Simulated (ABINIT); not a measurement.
# SrO (Fm-3m) in ABINIT: settings compared, part 2 of 2

ABINIT 10.8.3 (patched build). Earlier steps stand in the parts before.

### Step 3. Single point, PBEsol

File run.abi:

```
pp_dirpath "./"
pseudos "Sr.GGA_PBE-JTH.xml, O.GGA_PBE-JTH.xml"

acell 3.6292962651 3.6292962651 3.6292962651 Angstrom
rprim
     0.0000000000     0.7071067812     0.7071067812
     0.7071067812     0.0000000000     0.7071067812
     0.7071067812     0.7071067812     0.0000000000
ntypat 2
znucl 38 8
natom 2
typat 1 2
xred
     0.5000000000     0.5000000000     0.5000000000
     0.0000000000     0.0000000000     0.0000000000

ecut 23.0
pawecutdg 45.0

kptopt 1
ngkpt 12 12 12
nshiftk 1
shiftk 0.0 0.0 0.0

ixc -116133

nband 12
occopt 3
tsmear 0.05 eV

nstep 100
tolvrs 1.0e-9

iomode 3
prtwf 0
prtden 0
prteig 0
prtebands 0
```

Potentials or basis: JTH PAW PBE v2.0.

Run with:

```sh
> abinit run.abi > log 2>&1
```

run.abo:

```text
.Version 10.8.3 of ABINIT
 Symmetries : space group Fm -3 m (#225); Bravais cF (face-center cubic)
================================================================================
 Values of the parameters that define the memory need of the present run
     intxc =       0    ionmov =       0      iscf =      17    lmnmax =      18
     lnmax =       6     mgfft =      30  mpssoang =       3    mqgrid =    3001
     natom =       2  nloc_mem =       2    nspden =       1   nspinor =       1
    nsppol =       1      nsym =      48    n1xccc =       1    ntypat =       2
    occopt =       3   xclevel =       2
       mpw =        1230          nfft =       27000          nkpt =          72
 PAW method is used; the additional fine FFT grid is defined by:
   mgfftf=        45    nfftf =     91125
================================================================================
================================================================================

--------------------------------------------------------------------------------
------------- Echo of variables that govern the present computation ------------
--------------------------------------------------------------------------------
 -outvars: echo values of preprocessed input variables --------
            acell      6.8583759708E+00  6.8583759708E+00  6.8583759708E+00 Bohr
              amu      8.76200000E+01  1.59994000E+01
             ecut      2.30000000E+01 Hartree
                       outvar_i_n : Printing only first  50 k-points.
              ixc     -116133
                       outvar_i_n : Printing only first  50 k-points.
         kptrlatt       12    0    0      0   12    0      0    0   12
          kptrlen      8.23005117E+01
            natom           2
            nband          12
            ngfft          30      30      30
          ngfftdg          45      45      45
             nkpt          72
            nstep         100
             nsym          48
           ntypat           2
                       prtocc : prtvol=0, do not print more k-points.
           occopt           3
        pawecutdg      4.50000000E+01 Hartree
         pawxcdev           0
           prtden           0
        prtebands           0
           prteig           0
            prtwf           0
            rprim      0.0000000000E+00  7.0710678120E-01  7.0710678120E-01
                       7.0710678120E-01  0.0000000000E+00  7.0710678120E-01
                       7.0710678120E-01  7.0710678120E-01  0.0000000000E+00
          spgroup         225
           tolvrs      1.00000000E-09
           tsmear      1.83746611E-03 Hartree
            typat      1  2
           useylm           1
                       outvars : Printing only first  50 k-points.
           xangst      2.5663000000E+00  2.5663000000E+00  2.5663000000E+00
                       0.0000000000E+00  0.0000000000E+00  0.0000000000E+00
            xcart      4.8496041570E+00  4.8496041570E+00  4.8496041570E+00
                       0.0000000000E+00  0.0000000000E+00  0.0000000000E+00
             xred      5.0000000000E-01  5.0000000000E-01  5.0000000000E-01
                       0.0000000000E+00  0.0000000000E+00  0.0000000000E+00
            znucl       38.00000    8.00000

================================================================================

 chkinp: Checking input parameters for consistency.

================================================================================
== DATASET  1 ==================================================================

--- !DatasetInfo
iteration_state: {dtset: 1, }
dimensions: {natom: 2, nkpt: 72, mband: 12, nsppol: 1, nspinor: 1, nspden: 1, mpw: 1230, }
cutoff_energies: {ecut:  23.0, pawecutdg:  45.0, }
electrons: {nelect:   1.60000000E+01, charge:   0.00000000E+00, occopt:   3.00000000E+00, tsmear:   1.83746611E-03, }
meta: {optdriver: 0, ionmov: 0, optcell: 0, iscf: 17, paral_kgb: 0, }
...

 Real(R)+Recip(G) space primitive vectors, cartesian coordinates (Bohr,Bohr^-1):
 R(1)=  0.0000000  4.8496042  4.8496042  G(1)= -0.1031012  0.1031012  0.1031012
[... 88 lines left out ...]
- [ -0.00000000E+00,  -0.00000000E+00,  -0.00000000E+00, ]
force_length_stats: {min:   0.00000000E+00, max:   0.00000000E+00, mean:   0.00000000E+00, }
...

 Integrated electronic density in atomic spheres:
 ------------------------------------------------
 Atom  Sphere_radius  Integrated_density
    1        2.20670          7.34840293
    2        1.41465          4.49311822

================================================================================

 ----iterations are completed or convergence reached----

 Mean square residual over all n,k,spin=   28.243E-08; max=  10.089E-05
 reduced coordinates (array xred) for    2 atoms
       0.500000000000      0.500000000000      0.500000000000
       0.000000000000      0.000000000000      0.000000000000
 rms dE/dt=  0.0000E+00; max dE/dt=  0.0000E+00; dE/dt below (all hartree)
    1       0.000000000000      0.000000000000      0.000000000000
    2       0.000000000000      0.000000000000      0.000000000000

 cartesian coordinates (angstrom) at end:
    1      2.56630000003604     2.56630000003604     2.56630000003604
    2      0.00000000000000     0.00000000000000     0.00000000000000

 cartesian forces (hartree/bohr) at end:
    1     -0.00000000000000    -0.00000000000000    -0.00000000000000
    2     -0.00000000000000    -0.00000000000000    -0.00000000000000
 frms,max,avg= 0.0000000E+00 0.0000000E+00   0.000E+00  0.000E+00  0.000E+00 h/b

 cartesian forces (eV/Angstrom) at end:
    1     -0.00000000000000    -0.00000000000000    -0.00000000000000
    2     -0.00000000000000    -0.00000000000000    -0.00000000000000
 frms,max,avg= 0.0000000E+00 0.0000000E+00   0.000E+00  0.000E+00  0.000E+00 e/A
 length scales=  6.858375970819  6.858375970819  6.858375970819 bohr
              =  3.629296265100  3.629296265100  3.629296265100 angstroms
 Fermi (or HOMO) energy (hartree) =   0.23665   Average Vxc (hartree)=  -0.38359
 Eigenvalues (hartree) for nkpt=  72  k points:
 kpt#   1, nband= 12, wtk=  0.00058, kpt=  0.0000  0.0000  0.0000 (reduced coord)
  -1.01646   -0.38579   -0.34207   -0.34207   -0.34207    0.16482    0.16482    0.16482
   0.30773    0.39347    0.39347    0.39347
      occupation numbers for kpt#   1
   2.00000    2.00000    2.00000    2.00000    2.00000    2.00000    2.00000    2.00000
   0.00000    0.00000    0.00000    0.00000
 prteigrs : prtvol=0 or 1, do not print more k-points.

--- !EnergyTerms
iteration_state     : {dtset: 1, }
comment             : Components of total free energy in Hartree
kinetic             :  1.70277727767016E+01
hartree             :  8.51540125084479E+00
xc                  : -9.79787820127050E+00
Ewald energy        : -3.88850906096471E+01
psp_core            :  1.95772544936229E+00
local_psp           : -3.10038682425219E+01
PAW spherical_terms :  4.93481096679234E+00
internal            : -4.72511266097385E+01
'-kT*entropy'       : -1.80765548596497E-15
total_energy        : -4.72511266097385E+01
total_energy_eV     : -1.28576865673534E+03
...

--- !EnergyTermsDC
iteration_state     : {dtset: 1, }
comment             : '"Double-counting" decomposition of free energy'
band_energy         : -4.11173431994460E+00
Ewald energy        : -3.88850906096471E+01
psp_core            :  1.95772544936229E+00
xc_dc               : -7.59341644307537E+00
PAW spherical_terms :  1.38138860012159E+00
internal            : -4.72511273231832E+01
'-kT*entropy'       : -1.80765548596497E-15
total_energy_dc     : -4.72511273231832E+01
total_energy_dc_eV  : -1.28576867614916E+03
...

--- !EnergyTermsWithPAWCore
iteration_state     : {dtset: 1, }
comment             : 'Components of total free energy, including PAW core contributions'
Total energy        : -3.25279075740346E+03
Total energy DC     : -3.25279075811691E+03
Total energy (eV)   : -8.85129456770627E+04
Total energy DC (eV): -8.85129456964765E+04
...

 Cartesian components of stress tensor (hartree/bohr^3)
  sigma(1 1)=  2.66228709E-05  sigma(3 2)=  0.00000000E+00
  sigma(2 2)=  2.66228709E-05  sigma(3 1)=  0.00000000E+00
  sigma(3 3)=  2.66228709E-05  sigma(2 1)=  0.00000000E+00

-Cartesian components of stress tensor (GPa)         [Pressure= -7.8327E-01 GPa]
- sigma(1 1)=  7.83271905E-01  sigma(3 2)=  0.00000000E+00
- sigma(2 2)=  7.83271905E-01  sigma(3 1)=  0.00000000E+00
- sigma(3 3)=  7.83271905E-01  sigma(2 1)=  0.00000000E+00

== END DATASET(S) ==============================================================
================================================================================

 -outvars: echo values of variables after computation  --------
            acell      6.8583759708E+00  6.8583759708E+00  6.8583759708E+00 Bohr
           etotal     -4.7251127323E+01
            fcart     -0.0000000000E+00 -0.0000000000E+00 -0.0000000000E+00
                      -0.0000000000E+00 -0.0000000000E+00 -0.0000000000E+00
            rprim      0.0000000000E+00  7.0710678120E-01  7.0710678120E-01
                       7.0710678120E-01  0.0000000000E+00  7.0710678120E-01
                       7.0710678120E-01  7.0710678120E-01  0.0000000000E+00
           strten      2.6622870936E-05  2.6622870936E-05  2.6622870936E-05
                       0.0000000000E+00  0.0000000000E+00  0.0000000000E+00
           xangst      2.5663000000E+00  2.5663000000E+00  2.5663000000E+00
                       0.0000000000E+00  0.0000000000E+00  0.0000000000E+00
             xred      5.0000000000E-01  5.0000000000E-01  5.0000000000E-01
                       0.0000000000E+00  0.0000000000E+00  0.0000000000E+00
 Calculation completed.
```

Run time: 38 s. Hardware: 1 thread of Arm Neoverse V1, shared host; peak memory 0.13 GiB.

Results:

* Free energy: -1285.7687 eV
* Pressure: -0.8 GPa
* Band gap on the k mesh: 3.20 eV, indirect (least direct gap 3.27 eV)
* Valence electrons inside the program's atomic spheres: Sr 7.35; O 4.49

Levels at points of the mesh, in eV from the valence-band top:
| k point | band 6 | band 7 | band 8 | band 9 | band 10 | band 11 |
| --- | --- | --- | --- | --- | --- | --- |
| (0.00, 0.00, 0.00) | 0.00 | 0.00 | 0.00 | 3.89 | 6.22 | 6.22 |
| (0.50, 0.00, 0.00) | -2.20 | -1.13 | -1.13 | 6.55 | 8.29 | 8.93 |
| (0.50, 0.50, 0.00) | -0.40 | -0.07 | -0.07 | 3.20 | 7.85 | 10.22 |

Caveat: the PAW data sets were made with another functional, which shifts forces and pressure a little.
